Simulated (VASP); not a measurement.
# Hf (Im-3m) in VASP: a series of runs, part 2 of 2

VASP 6.6.1.

### Step 4. Single point, PBE

This run uses another cell than the first one, of 23.52 Å³/atom, 1.056 times its volume.

File INCAR:

```
SYSTEM = Hf
ALGO = Fast
EDIFF = 1E-7
ENCUT = 520
GGA = PE
ISIF = 2
ISMEAR = 0
LASPH = .True.
LCHARG = .False.
LREAL = .False.
LWAVE = .False.
NBANDS = 11
NELM = 100
PREC = Accurate
SIGMA = 0.1
```

File KPOINTS:

```
k-points
0
Gamma
  8 8 8
  0 0 0
```

File POSCAR:

```
Hf
1.0
   -1.8050000000      1.8050000000      1.8050000000
    1.8050000000     -1.8050000000      1.8050000000
    1.8050000000      1.8050000000     -1.8050000000
Hf
1
Direct
    0.0000000000      0.0000000000      0.0000000000
```

Potentials or basis: VASP PAW PBE potentials, release 64 (Hf_pv).

On the command line:

```sh
$ cat potpaw_PBE.64/Hf_pv/POTCAR > POTCAR
$ mpirun -np 1 vasp_std > vasp.out
```

OUTCAR:

```text
SYSTEM = Hf
   EDIFF = 1E-7
   ENCUT = 520
   GGA = PE
   ISIF = 2
   ISMEAR = 0
   LASPH = .True.
   LREAL = .False.
   NELM = 100
   PREC = Accurate

 ion  position               nearest neighbor table
   1  0.000  0.000  0.000-

  LATTYP: Found a body centered cubic cell.
 ALAT       =     3.6100000000

  Lattice vectors:

 A1 = (  -1.8050000000,   1.8050000000,   1.8050000000)
 A2 = (   1.8050000000,  -1.8050000000,   1.8050000000)
 A3 = (   1.8050000000,   1.8050000000,  -1.8050000000)

Analysis of symmetry for initial positions (statically):
=====================================================================
 Subroutine PRICEL returns:
 Original cell was already a primitive cell.

 Routine SETGRP: Setting up the symmetry group for a
 body centered cubic supercell.

 Subroutine GETGRP returns: Found 48 space group operations
 (whereof 48 operations were pure point group operations)
 out of a pool of 48 trial point group operations.

The static configuration has the point symmetry O_h .

Analysis of symmetry for dynamics (positions and initial velocities):
=====================================================================
 Subroutine PRICEL returns:
 Original cell was already a primitive cell.

 Routine SETGRP: Setting up the symmetry group for a
 body centered cubic supercell.

 Subroutine GETGRP returns: Found 48 space group operations
 (whereof 48 operations were pure point group operations)
 out of a pool of 48 trial point group operations.

The dynamic configuration has the point symmetry O_h .

 Subroutine INISYM returns: Found 48 space group operations
 (whereof 48 operations are pure point group operations),
 and found     1 'primitive' translations

----------------------------------------------------------------------------------------

                                     Primitive cell
[... 114 lines left out ...]
   GGA     = PE    functional components
   LHFCALC =     F    Hartree Fock is set to
   AEXX    =    0.0000 exact exchange contribution
   IVDW    =     0    specifies the selected vdW correction
   LEPSILON=     F    determine dielectric tensor
   LRPA    =     F    only Hartree local field effects (RPA)
 non-spin polarized calculation
 RMM-DIIS sequential band-by-band and
 Gauss-broadening in eV      SIGMA  =   0.10
  energy-cutoff  :      520.00
  volume of cell :       23.52
 maximum number of plane-waves:       682
   NGX = 11   NGY = 11   NGZ = 11

 number of electron      10.0000001 magnetization

 Free energy of the ion-electron system (eV)
  ---------------------------------------------------
  ext. energy  EPLUGINS =         0.00000000
  ---------------------------------------------------
  free energy    TOTEN  =        -9.73129188 eV

  energy without entropy =       -9.72158552  energy(sigma->0) =       -9.72643870

 E-fermi :   4.2461     XC(G=0): -11.0574

 val. band max:        4.2278340990   @ k =   0.2500   0.2500   0.0000
 cond. band min:       4.2579473369   @ k =  -0.2500   0.2500   0.2500
 fundamental gap:      0.0301132379
 Fermi energy:         4.2460673123

 k-point     1 :       0.0000    0.0000    0.0000
  band No.  band energies     occupation
      1     -25.7840      2.00000
      2     -25.7840      2.00000
      3     -25.7840      2.00000
      4      -2.6284      2.00000
      5       5.7319      0.00000
      6       5.7319      0.00000
      7       5.7319      0.00000
      8       8.3683      0.00000
      9       8.3683      0.00000
     10      17.2904      0.00000
     11      17.2904      0.00000
[... 309 lines left out ...]
 k-point    24 :      -0.3750    0.3750    0.2500
  band No.  band energies     occupation
      1     -26.2986      2.00000
      2     -26.1076      2.00000
      3     -26.0415      2.00000
      4       2.0526      2.00000
      5       3.2870      2.00000
      6       5.9766      0.00000
      7       6.4408      0.00000
      8       8.9886      0.00000
      9       9.4726      0.00000
     10      15.6785      0.00000
     11      17.5507      0.00000

 [... further k-points ...]

------------------------ aborting loop because EDIFF is reached ----------------------------------------

  FORCE on cell =-STRESS in cart. coord.  units (eV):
  Direction    XX          YY          ZZ          XY          YZ          ZX
  --------------------------------------------------------------------------------------
  -------------------------------------------------------------------------------------
  Total       -0.8294794     -0.8294794     -0.8294794      0.0000000      0.0000000     -0.0000000
  in kB      -56.4968964    -56.4968964    -56.4968964      0.0000000      0.0000000     -0.0000000
  external PRESSURE =     -56.4968964 kB  Pullay stress =       0.0000000 kB

 VOLUME and BASIS-vectors are now :
 -----------------------------------------------------------------------------
  energy-cutoff  :      520.00
  volume of cell :       23.52
      direct lattice vectors                 reciprocal lattice vectors
    -1.805000000  1.805000000  1.805000000     0.000000000  0.277008310  0.277008310
     1.805000000 -1.805000000  1.805000000     0.277008310  0.000000000  0.277008310
     1.805000000  1.805000000 -1.805000000     0.277008310  0.277008310  0.000000000

 POSITION                                       TOTAL-FORCE (eV/Angst)
 -----------------------------------------------------------------------------------
      0.00000      0.00000      0.00000         0.000000      0.000000      0.000000
 -----------------------------------------------------------------------------------
    total drift:                                0.000000      0.000000     -0.000000

  FREE ENERGIE OF THE ION-ELECTRON SYSTEM (eV)
  ---------------------------------------------------
  free  energy   TOTEN  =        -9.7312918823 eV

  energy  without entropy=       -9.7215855173  energy(sigma->0) =       -9.72643870
```

OSZICAR:

```text
N       E                     dE             d eps       ncg     rms          rms(c)
DAV:   1     0.127021646178E+02    0.12702E+02   -0.56190E+03   646   0.824E+02
DAV:   2    -0.958026126750E+01   -0.22282E+02   -0.21477E+02   819   0.153E+02
DAV:   3    -0.101042365140E+02   -0.52398E+00   -0.51861E+00   778   0.155E+01
DAV:   4    -0.101064593096E+02   -0.22228E-02   -0.22224E-02   715   0.128E+00
DAV:   5    -0.101064728891E+02   -0.13580E-04   -0.13579E-04   820   0.898E-02    0.430E+01
RMM:   6    -0.982212692522E+01    0.28435E+00   -0.19415E-01   645   0.296E+00    0.242E+01
RMM:   7    -0.973358646910E+01    0.88540E-01   -0.34854E-01   696   0.407E+00    0.167E+00
RMM:   8    -0.973114916866E+01    0.24373E-02   -0.21119E-02   692   0.126E+00    0.109E+00
RMM:   9    -0.973128818655E+01   -0.13902E-03   -0.32334E-03   771   0.483E-01    0.207E-01
RMM:  10    -0.973141086069E+01   -0.12267E-03   -0.60185E-04   803   0.194E-01    0.363E-01
RMM:  11    -0.973130818210E+01    0.10268E-03   -0.95362E-05   719   0.780E-02    0.169E-01
RMM:  12    -0.973129045942E+01    0.17723E-04   -0.38405E-05   741   0.460E-02    0.561E-02
RMM:  13    -0.973129089454E+01   -0.43512E-06   -0.37558E-06   813   0.174E-02    0.459E-02
RMM:  14    -0.973129179193E+01   -0.89739E-06   -0.10564E-06   788   0.898E-03    0.378E-02
RMM:  15    -0.973129190280E+01   -0.11088E-06   -0.11829E-06   743   0.915E-03    0.871E-03
RMM:  16    -0.973129188229E+01    0.20516E-07   -0.16340E-07   542   0.380E-03
   1 F= -.97312919E+01 E0= -.97264387E+01  d E =-.970637E-02
```

stdout:

```text
POSCAR found type information on POSCAR Hf
 POSCAR found :  1 types and       1 ions
 scaLAPACK will be used
 LDA part: xc-table for (Slater+PW92), standard interpolation
 POSCAR, INCAR and KPOINTS ok, starting setup
 FFT: planning ... GRIDC
 FFT: planning ... GRID_SOFT
 FFT: planning ... GRID
 WAVECAR not read
 entering main loop
```

It took 6.2 s on 1 thread of Intel Xeon Platinum 8488C (Sapphire Rapids), shared host; peak memory 0.14 GiB.

Results:

| Quantity | Value |
| --- | --- |
| Free energy | -9.7313 eV |
| Pressure | -5.6 GPa |
| Band gap on the k mesh | none (metal or under the smearing width) |

Spin-orbit coupling is left out, which matters for the levels of Hf.

### Step 5. The runs side by side

| task | cell | k mesh | cutoff (eV) | gap on the mesh (eV) | pressure (GPa) |
| --- | --- | --- | --- | --- | --- |
| single point | Im-3m, 22.27 Å³/atom | 16 × 16 × 16 | 520 | none | -0.3 |
| relaxation of cell and atoms | relaxed | 16 × 16 × 16 | 600 | none | 0.0 |
| single point | Im-3m, 23.52 Å³/atom | 8 × 8 × 8 | 520 | none | -5.6 |

Alike in all rows: level PBE; potentials or basis VASP PAW PBE potentials, release 64 (Hf_pv); no spin polarisation; smearing gaussian 0.1 eV.

Total energies depend on the potentials used, so only differences within one code and one set of settings carry meaning.
